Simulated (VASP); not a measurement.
# AlN (Fm-3m) in VASP: a series of runs, part 4 of 4

VASP 6.6.1. The steps go on from the part before.

### 6 G0W0 quasiparticle levels, PBE

POSCAR

```
AlN
1.0
    0.0000000000      2.0345180000      2.0345180000
    2.0345180000      0.0000000000      2.0345180000
    2.0345180000      2.0345180000      0.0000000000
Al N
1 1
Direct
    0.5000000000      0.5000000000      0.5000000000
    0.0000000000      0.0000000000      0.0000000000
```

INCAR.step1

```
SYSTEM = AlN
PREC = Accurate ; ENCUT = 350
EDIFF = 1E-8 ; ISMEAR = 0
SIGMA = 0.01 ; LREAL = .False.
LASPH = .True. ; NELM = 60
ALGO = Fast ; LWAVE = .True.
LCHARG = .False. ; GGA = PE
```

INCAR.step2

```
SYSTEM = AlN
PREC = Accurate ; ENCUT = 350
EDIFF = 1E-8 ; ISMEAR = 0
SIGMA = 0.01 ; LREAL = .False.
LASPH = .True. ; NELM = 1
ALGO = Exact ; LWAVE = .True.
LCHARG = .False. ; GGA = PE
NBANDS = 44 ; LOPTICS = .True.
ISTART = 1
```

INCAR.step3

```
SYSTEM = AlN
PREC = Accurate ; ENCUT = 350
EDIFF = 1E-8 ; ISMEAR = 0
SIGMA = 0.01 ; LREAL = .False.
LASPH = .True. ; ALGO = EVGW0
LWAVE = .False. ; LCHARG = .False.
GGA = PE ; NELMGW = 1
NBANDS = 44 ; ENCUTGW = 150
NOMEGA = 48 ; PRECFOCK = Fast
ISTART = 1 ; NBANDSGW = 12
```

KPOINTS

```
regular mesh
0
Gamma
  3 3 3
  0 0 0
```

Potentials or basis: VASP PAW PBE potentials, release 64 (Al_GW, N_GW).

Launch:

```console
> cat potpaw_PBE.64/Al_GW/POTCAR potpaw_PBE.64/N_GW/POTCAR > POTCAR
> cp INCAR.step1 INCAR
> mpirun -np 1 vasp_std > vasp.out
> cp INCAR.step2 INCAR
> mpirun -np 1 vasp_std > vasp.out
> cp INCAR.step3 INCAR
> mpirun -np 1 vasp_std > vasp.out
```

OUTCAR:

```text
SYSTEM = AlN
   PREC = Accurate
   ENCUT = 350
   EDIFF = 1E-8
   ISMEAR = 0
   LREAL = .False.
   LASPH = .True.
   GGA = PE
   NELMGW = 1
   ENCUTGW = 150
   PRECFOCK = Fast
   ISTART = 1

 Found      4 irreducible k-points:

 Following reciprocal coordinates:
            Coordinates               Weight
  0.000000  0.000000  0.000000      1.000000
  0.333333  0.000000  0.000000      8.000000
  0.333333  0.333333  0.000000      6.000000
 -0.333333  0.333333  0.000000     12.000000
   k-points           NKPTS =      4   k-points in BZ     NKDIM =     27   number of bands    NBANDS=     44
   number of dos      NEDOS =    301   number of ions     NIONS =      2
   total plane-waves  NPLWV =   5832
   dimension x,y,z NGX =    18 NGY =   18 NGZ =   18
   dimension x,y,z NGXF=    36 NGYF=   36 NGZF=   36
   ions per type =               1   1
   NGX,Y,Z   is equivalent  to a cutoff of  10.40, 10.40, 10.40 a.u.
   NGXF,Y,Z  is equivalent  to a cutoff of  20.80, 20.80, 20.80 a.u.
 SYSTEM =  AlN
   PREC   = accura    normal or accurate (medium, high low for compatibility)
   ISTART =      1    job   : 0-new  1-cont  2-samecut
   ICHARG =      0    charge: 1-file 2-atom 10-const
   ISPIN  =      1    spin polarized calculation?
   LNONCOLLINEAR =      F non collinear calculations
   LSORBIT =      F    spin-orbit coupling
   LASPH  =      T    aspherical Exc in radial PAW
   ENCUT  =  350.0 eV  25.72 Ry    5.07 a.u.   4.39  4.39  4.39*2*pi/ulx,y,z
   NELM   =     60;   NELMIN=  2; NELMDL=  0     # of ELM steps
   EDIFF  = 0.1E-07   stopping-criterion for ELM
   LREAL  =      F    real-space projection
   EDIFFG = 0.1E-06   stopping-criterion for IOM
   NSW    =      0    number of steps for IOM
   IBRION =     -1    ionic relax: 0-MD 1-quasi-New 2-CG
   NFREE  =      0    steps in history (QN), initial steepest desc. (CG)
   ISIF   =      0    stress and relaxation
   ISYM   =      3    0-nonsym 1-usesym 2-fastsym
   POTIM  = 0.5000    time-step for ionic-motion
   TEBEG  =    0.0;   TEEND  =   0.0 temperature during run
   PSTRESS=    0.0 pullay stress
   NELECT =       8.0000    total number of electrons
   NUPDOWN=      -1.0000    fix difference up-down
   EMIN   =  10.00;   EMAX   =-10.00  energy-range for DOS
   EFERMI =   0.00;   METHOD = LEGACY
   ISMEAR =     0;   SIGMA  =   0.01  broadening in eV -4-tet -1-fermi 0-gaus
   EFERMI_NEDOS =   21; number of points for ismear=-14 and -15
   IALGO  =     38    algorithm
   IMIX   =      4    mixing-type and parameters
     AMIX     =   0.40;   BMIX     =  1.00
     AMIX_MAG =   1.60;   BMIX_MAG =  1.00
  volume/ion in A,a.u.               =       8.42        56.83
  Fermi-wavevector in a.u.,A,eV,Ry     =   1.277321  2.413786 22.198561  1.631548
  Thomas-Fermi vector in A             =   2.409927
   LORBIT       =      0    0 simple, 1 ext, 2 COOP (PROOUT), +10 PAW based schemes
   GGA     = PE    functional components
   LHFCALC =     T    Hartree Fock is set to
   PRECFOCK=fast      Normal, Fast or Accurate (Low or Medium for compatibility)
   ENCUT4O =  -1.0   cutoff for four orbital integrals eV
   NKREDX  =     1    reduce k-point grid by
   NKREDY  =     1    reduce k-point grid by
   NKREDZ  =     1    reduce k-point grid by
   AEXX    =    1.0000 exact exchange contribution
   HFSCREEN=    0.0000 screening length (either q_TF or 0.3 A-1)
   HFSCREENC=   0.0000 screening length for correlation (either q_TF or 0.3 A-1)
   ENCUTFOCK=  -1.0 apply spherical cutoff to Coloumb kernel
   IVDW    =     0    specifies the selected vdW correction
   LEPSILON=     F    determine dielectric tensor
   LRPA    =     F    only Hartree local field effects (RPA)
   LRPAFORCE           =     F    calculate RPA forces
   ENCUTGW             = 150.0    cutoff for response function in eV
   ENCUTGWSOFT         = 120.0    soft cutoff for Coulomb kernel in GW response function in eV
   ENCUTLF             =  -1.0    cutoff for local field effects
   NELMGW              =     1    number of iterations in solving QP/BSE equation
   NELMHF              =     1    number of iterations in the inner HF iteration
   NKREDLFX            =     1    NKREDLFY  =   1   NKREDLFZ  =   1
 non-spin polarized calculation
 Gauss-broadening in eV      SIGMA  =   0.01
  energy-cutoff  :      350.00
  volume of cell :       16.84
 maximum number of plane-waves:       259
 NGX is ok and might be reduce to    18
  NGX = 10; NGY = 10; NGZ = 10
   NGX =  9   NGY =  9   NGZ =  9
 maximum number of plane-waves:        76

 QP shifts <psi_nk| G(iteration)W_0 |psi_nk>: iteration 1
 for sc-GW calculations column KS-energies equals QP-energies in previous step
 and V_xc(KS)=  KS-energies - (<T + V_ion + V_H > + <T+V_H+V_ion>^1  + <V_x>^1)

 k-point   1 :       0.0000    0.0000    0.0000
  band No.  KS-energies  QP-energies   sigma(KS)   V_xc(KS)     V^pw_x(r,r')   Z            occupation Imag(sigma)

      1      -8.8352     -10.1977     -16.5358     -14.6024     -24.7791       0.7047       2.0000       1.4077
      2       8.6735       8.1887     -17.9497     -17.3391     -21.4416       0.7940       2.0000       0.1289
      3       8.6735       8.1887     -17.9497     -17.3391     -21.4416       0.7940       2.0000       0.1289
      4       8.6735       8.1887     -17.9497     -17.3391     -21.4416       0.7940       2.0000       0.1289
      5      13.9484      15.0282     -13.2493     -14.6082      -8.5306       0.7946       0.0000      -0.1274
      6      20.5657      21.3968      -9.5804     -10.6000      -4.3111       0.8152       0.0000      -0.1613
      7      20.5657      21.3968      -9.5804     -10.6000      -4.3111       0.8152       0.0000      -0.1613
      8      20.5657      21.3968      -9.5804     -10.6000      -4.3111       0.8152       0.0000      -0.1613
      9      25.6700      25.9232      -9.0675      -9.3976      -2.4804       0.7670       0.0000      -0.5068
     10      26.1175      27.2458     -10.0529     -11.4675      -4.4161       0.7976       0.0000      -0.2461
     11      26.1175      27.2458     -10.0529     -11.4675      -4.4161       0.7976       0.0000      -0.2461
     12      26.9926      28.0486      -9.7894     -11.1316      -2.8397       0.7867       0.0000      -0.6212
[... 36 lines left out ...]
      1      -4.8379      -6.1667     -18.3745     -16.7191     -26.0624       0.8027       2.0000       1.1103
      2       2.5092       1.4943     -15.0232     -13.7117     -19.1458       0.7738       2.0000       0.2056
      3       2.8145       1.7738     -15.1036     -13.7591     -19.1988       0.7740       2.0000       0.1970
      4       6.7637       6.0394     -16.9382     -16.0247     -20.6165       0.7929       2.0000       0.1384
      5      14.9489      15.7557      -9.9945     -10.9833      -5.1664       0.8160       0.0000      -0.1273
      6      18.9833      20.3116     -13.0793     -14.7586      -7.8736       0.7910       0.0000      -0.1704
      7      20.4785      21.7886     -13.1045     -14.7782      -7.5367       0.7828       0.0000      -0.2071
      8      21.9953      23.2051     -10.7435     -12.2565      -4.9915       0.7997       0.0000      -0.2391
      9      24.8318      25.7156     -10.2503     -11.4047      -3.7653       0.7656       0.0000      -0.3747
     10      28.3549      29.1923      -9.4904     -10.5235      -3.1756       0.8105       0.0000      -0.5275
     11      31.7549      32.7252      -9.4215     -10.6762      -2.2509       0.7734       0.0000      -0.8066
     12      35.0434      36.4509     -11.1303     -12.9358      -3.8255       0.7796       0.0000      -1.0244
```

OUTCAR.step1:

```text
SYSTEM = AlN
   PREC = Accurate
   ENCUT = 350
   EDIFF = 1E-8
   ISMEAR = 0
   LREAL = .False.
   LASPH = .True.
[... 152 lines left out ...]
      2.03452      2.03452      2.03452        -0.000000     -0.000000     -0.000000
      0.00000      0.00000      0.00000         0.000000      0.000000      0.000000
 -----------------------------------------------------------------------------------
    total drift:                               -0.000000      0.000000      0.000000

  FREE ENERGIE OF THE ION-ELECTRON SYSTEM (eV)
  ---------------------------------------------------
  free  energy   TOTEN  =       -13.9884068449 eV

  energy  without entropy=      -13.9884068449  energy(sigma->0) =      -13.98840684
```

It took 9 s on 1 thread of Intel Xeon Platinum 8488C (Sapphire Rapids), shared host; peak memory 0.12 GiB.

The run converged, but a check on its numbers failed (symmetry, net force, bounds or a known fault of this set-up), so they aren't taken as properties of the crystal.

Caveat: the k mesh is coarse (spacing up to 0.89 Å⁻¹), so the values aren't converged; the cutoff lies under the usual one of these potentials, so the numbers hold a large basis-set error; bands, screening cutoff and mesh are small and nothing is extrapolated, so the quasiparticle values aren't converged.

### 7 The reference run

An earlier run on the cell as given: functional PBE; potentials or basis VASP PAW PBE potentials, release 64 (Al, N); cutoff 520 eV; k mesh 11 × 11 × 11; occupations fermi-dirac, width 0.05 eV; no spin polarisation.

- Pressure: 0.0 GPa
- Band gap on the k mesh: 4.55 eV, indirect (least direct gap 5.41 eV)
